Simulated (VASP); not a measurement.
# C in VASP: settings compared, part 3 of 3

VASP 6.6.1. Earlier steps stand in the parts before.

## Step 4: Relaxation of cell and atoms, PBE+D3(BJ)

Contents of INCAR:

```
SYSTEM = C
ALGO = Normal
EDIFF = 1E-6
EDIFFG = -0.01
ENCUT = 600
GGA = PE
IBRION = 2
ISIF = 3
ISMEAR = 0
IVDW = 12
KPAR = 4
LASPH = .TRUE.
LATTICE_CONSTRAINTS = .TRUE. .TRUE. .FALSE.
LCHARG = .FALSE.
LREAL = .FALSE.
LWAVE = .FALSE.
NELM = 80
NSW = 90
PREC = Accurate
SIGMA = 0.03
```

Contents of KPOINTS:

```
k-points
0
G
  15 15 1
  0 0 0
```

Contents of POSCAR:

```
C
1.0
    2.4672912600      0.0000000000      0.0000000000
   -1.2336456300      2.1367369100      0.0000000000
    0.0000000000      0.0000000000     21.9015365000
C
4
Direct
    0.0000000000      0.0000000000      0.4109300700
    0.6666666700      0.3333333400      0.4109300700
    0.0000000000      0.0000000000      0.5890699300
    0.3333333300      0.6666666600      0.5890699300
```

Potentials or basis: VASP PAW PBE potentials, release 64 (C).

Run with:

```bash
$ cat potpaw_PBE.64/C/POTCAR > POTCAR
$ mpirun -np 4 vasp_std > vasp.out
```

OUTCAR:

```text
SYSTEM = C
   EDIFF = 1E-6
   EDIFFG = -0.01
   ENCUT = 600
   GGA = PE
   IBRION = 2
   ISIF = 3
   ISMEAR = 0
   IVDW = 12
   LASPH = .TRUE.
   LREAL = .FALSE.
   NELM = 80
   NSW = 90
   PREC = Accurate
 IVDW          = 12

 ion  position               nearest neighbor table
   1  0.000  0.000  0.411-   2 1.42   2 1.42   2 1.42
   2  0.667  0.333  0.411-   1 1.42   1 1.42   1 1.42
   3  0.000  0.000  0.589-   4 1.42   4 1.42   4 1.42
   4  0.333  0.667  0.589-   3 1.42   3 1.42   3 1.42

  LATTYP: Found a hexagonal cell.
 ALAT       =     2.4672912600
 C/A-ratio  =     8.8767535698

  Lattice vectors:

 A1 = (   2.4672912600,   0.0000000000,   0.0000000000)
 A2 = (  -1.2336456300,   2.1367369100,   0.0000000000)
 A3 = (   0.0000000000,   0.0000000000,  21.9015365000)

Analysis of symmetry for initial positions (statically):
=====================================================================
 Subroutine PRICEL returns:
 Original cell was already a primitive cell.

 Routine SETGRP: Setting up the symmetry group for a
 hexagonal supercell.

 Subroutine GETGRP returns: Found 12 space group operations
 (whereof 12 operations were pure point group operations)
 out of a pool of 24 trial point group operations.

The static configuration has the point symmetry D_3d.

Analysis of symmetry for dynamics (positions and initial velocities):
[... 291 lines left out ...]

--------------------------------------- Ionic step       21  -------------------------------------------

 number of electron      16.0000000 magnetization

------------------------ aborting loop because EDIFF is reached ----------------------------------------
[... 79 lines left out ...]
--------------------------------------- Ionic step       23  -------------------------------------------

 number of electron      16.0000000 magnetization

 Free energy of the ion-electron system (eV)
  ---------------------------------------------------
  ext. energy  EPLUGINS =         0.00000000
  ---------------------------------------------------
  free energy    TOTEN  =       -36.88331424 eV

  energy without entropy =      -36.88301334  energy(sigma->0) =      -36.88316379

 E-fermi :  -1.5314     XC(G=0):  -3.5518

 val. band max:       -1.5314137453   @ k =   0.3333   0.3333   0.0000
 cond. band min:      -1.5314137246   @ k =   0.3333   0.3333   0.0000
 fundamental gap:      0.0000000207
 Fermi energy:        -1.5314137351

 k-point     1 :       0.0000    0.0000    0.0000
  band No.  band energies     occupation
      1     -21.1139      2.00000
      2     -20.9683      2.00000
      3      -9.6032      2.00000
      4      -8.6496      2.00000
      5      -4.5625      2.00000
      6      -4.5625      2.00000
      7      -4.5537      2.00000
      8      -4.5537      2.00000
      9       1.9067      0.00000
     10       2.2811      0.00000
     11       2.9713      0.00000
     12       3.8438      0.00000
[... 331 lines left out ...]
 k-point    24 :       0.4000    0.2000    0.0000
  band No.  band energies     occupation
      1     -15.2179      2.00000
      2     -15.1664      2.00000
      3     -14.2166      2.00000
      4     -14.1838      2.00000
      5     -10.3864      2.00000
      6     -10.3367      2.00000
      7      -3.2174      2.00000
      8      -2.8768      2.00000
      9      -0.2452      0.00000
     10      -0.1608      0.00000
     11       9.0740      0.00000
     12       9.3822      0.00000

 [... further k-points ...]

------------------------ aborting loop because EDIFF is reached ----------------------------------------

 Edisp (eV)   -0.47766

 E8    (eV) :    -0.1429
[... 27 lines left out ...]
  FREE ENERGIE OF THE ION-ELECTRON SYSTEM (eV)
  ---------------------------------------------------
  free  energy   TOTEN  =       -37.3609698772 eV

  energy  without entropy=      -37.3606689761  energy(sigma->0) =      -37.36081943

 reached required accuracy - stopping structural energy minimisation
```

OSZICAR:

```text
N       E                     dE             d eps       ncg     rms          rms(c)
DAV:   1     0.127426570373E+03    0.12743E+03   -0.70327E+03   648   0.116E+03
DAV:   2    -0.244462415505E+02   -0.15187E+03   -0.13784E+03  1068   0.233E+02
DAV:   3    -0.390191905247E+02   -0.14573E+02   -0.14455E+02   816   0.854E+01
[... 191 lines left out ...]
       N       E                     dE             d eps       ncg     rms          rms(c)
DAV:   1    -0.368833167696E+02   -0.55294E-04   -0.22319E-03   656   0.456E-01    0.131E-02
DAV:   2    -0.368833158232E+02    0.94639E-06   -0.14804E-05   772   0.340E-02    0.873E-03
DAV:   3    -0.368833142226E+02    0.16007E-05   -0.16488E-06   536   0.120E-02    0.682E-04
DAV:   4    -0.368833142382E+02   -0.15653E-07   -0.24911E-07   500   0.451E-03
  23 F= -.37360970E+02 E0= -.37360819E+02  d E =-.149207E-03
```

CONTCAR:

```text
C
   1.00000000000000
     2.4657306188778296    0.0000000000000000    0.0000000000000000
    -1.2328653094389148    2.1353853551413522    0.0000000000000000
     0.0000000000000000    0.0000000000000000   21.9015364999999989
  C
     4
Direct
     0.0000000000000000    0.0000000000000000    0.4231045553071309
     0.6666666699999979    0.3333333400000029    0.4230694022301634
     0.0000000000000000    0.0000000000000000    0.5768954446928689
     0.3333333300000021    0.6666666599999971    0.5769305977698367

  0.00000000E+00  0.00000000E+00  0.00000000E+00
  0.00000000E+00  0.00000000E+00  0.00000000E+00
  0.00000000E+00  0.00000000E+00  0.00000000E+00
  0.00000000E+00  0.00000000E+00  0.00000000E+00
```

Run time: 2.4 min. Hardware: 4 MPI ranks of Intel Xeon Platinum 8488C (Sapphire Rapids), shared host; peak memory 0.28 GiB.

What came out:

* Free energy: -37.3610 eV
* Relaxed volume: 28.83 Å³/atom
* Relaxed cell: a = 2.466 Å, b = 2.466 Å, c = 21.902 Å, α = 90.00°, β = 90.00°, γ = 120.00°
* Space group after relaxing (to 0.05 Å): P-3m1 (No. 164)
* Energy gained by relaxing: 5.1 meV/atom
* Ionic steps: 23
* Largest force after relaxing: 0.007 eV/Å
* Band gap on the k mesh: none (metal or under the smearing width)
* Dispersion energy per atom: -0.119 eV

Forces on the atoms (eV/Å):
```
C    0.000  0.000 -0.007
C    0.000  0.000 -0.002
C    0.000  0.000  0.007
C    0.000  0.000  0.002
```

Step by step:
```
step  energy change (eV)  largest force (eV/Å)  pressure (GPa)  volume (Å³)
   1              0.0000                0.0315           -0.28       115.46
   2              0.0002                0.0301            0.20       115.04
   3             -0.0001                0.0302           -0.10       115.30
   4             -0.0003                0.0300           -0.09       115.30
   5             -0.0009                0.0383           -0.09       115.29
   6             -0.0019                0.0572           -0.07       115.28
   7             -0.0038                0.0928           -0.03       115.25
   8             -0.0071                0.1640            0.04       115.19
   9             -0.0107                0.3001            0.19       115.06
  10             -0.0107                0.2991            0.19       115.06
  11             -0.0109                0.2981            0.19       115.07
  12             -0.0112                0.2947            0.17       115.08
  13             -0.0118                0.2884            0.15       115.10
  14             -0.0129                0.2775            0.11       115.14
  15             -0.0149                0.2530            0.02       115.22
  16             -0.0178                0.2023           -0.14       115.39
  17             -0.0177                0.1232           -0.45       115.72
  18             -0.0189                0.1559           -0.28       115.54
  19             -0.0189                0.1512           -0.31       115.56
  20             -0.0197                0.1143           -0.17       115.44
  21             -0.0203                0.0421            0.11       115.20
  22             -0.0205                0.0237            0.04       115.26
  23             -0.0205                0.0073           -0.03       115.32
```

Final structure:
```xyz
4
Lattice="2.4657 0.0000 0.0000 -1.2329 2.1354 0.0000 0.0000 0.0000 21.9015" Properties=species:S:1:pos:R:3 pbc="T T T"
C     0.0000    0.0000    9.2666
C     1.2329    0.7118    9.2659
C     0.0000    0.0000   12.6349
C     0.0000    1.4236   12.6357
```

Levels at points of the mesh, in eV from the Fermi level:
| k point | band 5 | band 6 | band 7 | band 8 | band 9 | band 10 | band 11 | band 12 |
| --- | --- | --- | --- | --- | --- | --- | --- | --- |
| (0.00, 0.00, 0.00) | -3.03 | -3.03 | -3.02 | -3.02 | 3.44 | 3.81 | 4.50 | 5.38 |

## Step 5: Relaxation of cell and atoms, PBE+D3(BJ)

INCAR, as its differences from that of step 4:

```diff
@@ -2,4 +2,4 @@
 ALGO = Normal
-EDIFF = 1E-6
-EDIFFG = -0.01
+EDIFF = 1E-7
+EDIFFG = -0.005
 ENCUT = 600
```

KPOINTS is that of step 4.

Contents of POSCAR:

```
C                                       
1.0
    2.4657306189      0.0000000000      0.0000000000
   -1.2328653094      2.1353853551      0.0000000000
    0.0000000000      0.0000000000     21.9015365000
  C             
     4
Direct
     0.0000000000000000    0.0000000000000000    0.4231045553071309
     0.6666666699999979    0.3333333400000029    0.4230694022301634
     0.0000000000000000    0.0000000000000000    0.5768954446928689
     0.3333333300000021    0.6666666599999971    0.5769305977698367
```

Run with:

```bash
$ cat potpaw_PBE.64/C/POTCAR > POTCAR
$ mpirun -np 4 vasp_std > vasp.out
```

It took 90 s on 4 MPI ranks of Intel Xeon Platinum 8488C (Sapphire Rapids), shared host; peak memory 0.29 GiB.

The run converged. Its results:

```yaml
Free_energy: -37.3609 eV
Energy_gained_by_relaxing: 0.0 meV/atom
Ionic_steps: 17
Band_gap_on_the_k_mesh: none (metal or under the smearing width)
Dispersion_energy_per_atom: -0.119 eV
```

The path:
```
step  energy change (eV)  largest force (eV/Å)  pressure (GPa)  volume (Å³)
   1              0.0000                0.0071           -0.03       115.32
   2              0.0000                0.0056           -0.01       115.30
   3              0.0000                0.0058           -0.01       115.30
   4              0.0000                0.0067           -0.01       115.30
   5              0.0000                0.0100           -0.03       115.32
   6              0.0000                0.0161           -0.05       115.34
   7              0.0000                0.0145           -0.04       115.33
   8              0.0000                0.0141           -0.04       115.33
   9              0.0000                0.0136           -0.04       115.33
  10              0.0000                0.0138           -0.04       115.33
  11              0.0000                0.0135           -0.04       115.33
  12             -0.0001                0.0128           -0.04       115.32
  13             -0.0001                0.0116           -0.04       115.32
  14             -0.0001                0.0111           -0.03       115.31
  15             -0.0001                0.0101           -0.03       115.31
  16             -0.0001                0.0086           -0.05       115.32
  17             -0.0001                0.0003           -0.04       115.32
```

Final structure:
```yaml
crystal:
  lattice:
    - [2.46574, 0.00000, 0.00000]
    - [-1.23287, 2.13539, 0.00000]
    - [0.00000, 0.00000, 21.90154]
  atoms:
    - { symbol: C, position: [0.00000, 0.00000, 0.42248] }
    - { symbol: C, position: [0.66667, 0.33333, 0.42246] }
    - { symbol: C, position: [0.00000, 0.00000, 0.57752] }
    - { symbol: C, position: [0.33333, 0.66667, 0.57754] }
```

Levels at points of the mesh, in eV from the Fermi level:
| k point | band 4 | band 5 | band 6 | band 7 | band 8 | band 9 | band 10 | band 11 | band 12 |
| --- | --- | --- | --- | --- | --- | --- | --- | --- | --- |
| (0.00, 0.00, 0.00) | -7.14 | -3.03 | -3.03 | -3.02 | -3.02 | 3.43 | 3.81 | 4.52 | 5.42 |
